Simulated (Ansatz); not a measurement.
Write the native input for Ansatz 0.2.0 that does the following.

```
Task                : relaxation of cell and atoms
Functional          : PBEsol
Potentials or basis : Ansatz PAW
Cutoff              : 420 eV (not typed: the program's choice for these potentials)
k mesh              : 8 × 8 × 8
Occupations         : fermi-dirac, width 0.05 eV
Spin                : no spin polarisation
Hubbard terms       : Cu d U = 5 eV
Hubbard projectors  : ortho-atomic (the default)
Double counting     : fll (the default)
```

CuCl2:

```
Cu Cl
1.0
    -2.25486    2.25486    6.85990
     2.25486   -2.25486    6.85990
     2.25486    2.25486   -6.85990
Cu Cl
1 2
Cartesian
  0.0000 0.0000 0.0000
  2.2549 0.0000 0.0000
  0.0000 2.2549 0.0000
```

Measurements of this composition are mostly on another form, of space group No. 12.

The input as run:

input.yaml

```yaml
crystal:
  lattice:
    - [-2.254859, 2.254859, 6.859903]
    - [2.254859, -2.254859, 6.859903]
    - [2.254859, 2.254859, -6.859903]
  atoms:
    - { symbol: Cu, position: [0.0, 0.0, 0.0] }
    - { symbol: Cl, position: [0.0, 0.5, 0.5] }
    - { symbol: Cl, position: [0.5, 0.0, 0.5] }
hamiltonian:
  xc: pbesol
  pseudopotentials: { kind: paw }
  hubbard: { sites: [{ species: Cu, l: d, u_eff: 5.0 }] }
kpoints:
  mp_grid: { grid: [8, 8, 8] }
scf:
  occupations: { method: fermi_dirac, width: 0.05 }
output:
  forces: true
  stress: true
  eigenvalues: true
  write_density: true
  write_potential: true
  elf: true
  volumetric_format: npy
relax:
  f_tol: 0.01
  max_steps: 40
  cell: { stress_tol: 0.05 }
```

Potentials or basis: Ansatz PAW.

The run is started by

```sh
$ ansatz run input.yaml --threads 2 --pin off --max-ram 5632MiB --backend cpu --events-out ev --progress --plain --runs-dir out
```

It gave:

The relaxed volume is 45.58 Å³/atom, the relaxed cell is a = 7.547 Å, b = 7.547 Å, c = 7.547 Å, α = 145.57°, β = 145.57°, γ = 49.48° and the space group after relaxing (to 0.05 Å) is I4/mmm (No. 139). The energy gained by relaxing is 2.5 meV/atom. The ionic steps are 4. The pressure after relaxing is 0.0 GPa and the band gap on the k mesh is none (metal or under the smearing width).

Caveat: the plane-wave basis is chosen anew once the cell has moved, so the energies of steps on either side of that aren't comparable; an odd number of electrons without spin polarisation forces a metal; a magnetic or distorted state may lie lower; the run has no spin polarisation, though such a crystal can be magnetic; U without spin polarisation on a metal has little footing; the PAW data sets come from PBE, with cores solved anew for the run's functional, which leaves a small shift of forces and pressure.

It took 55 s on 2 threads of Intel(R) Xeon(R) Processor @ 2.50GHz (Skylake/Cascade Lake), on a shared host, peak memory 0.69 GiB.
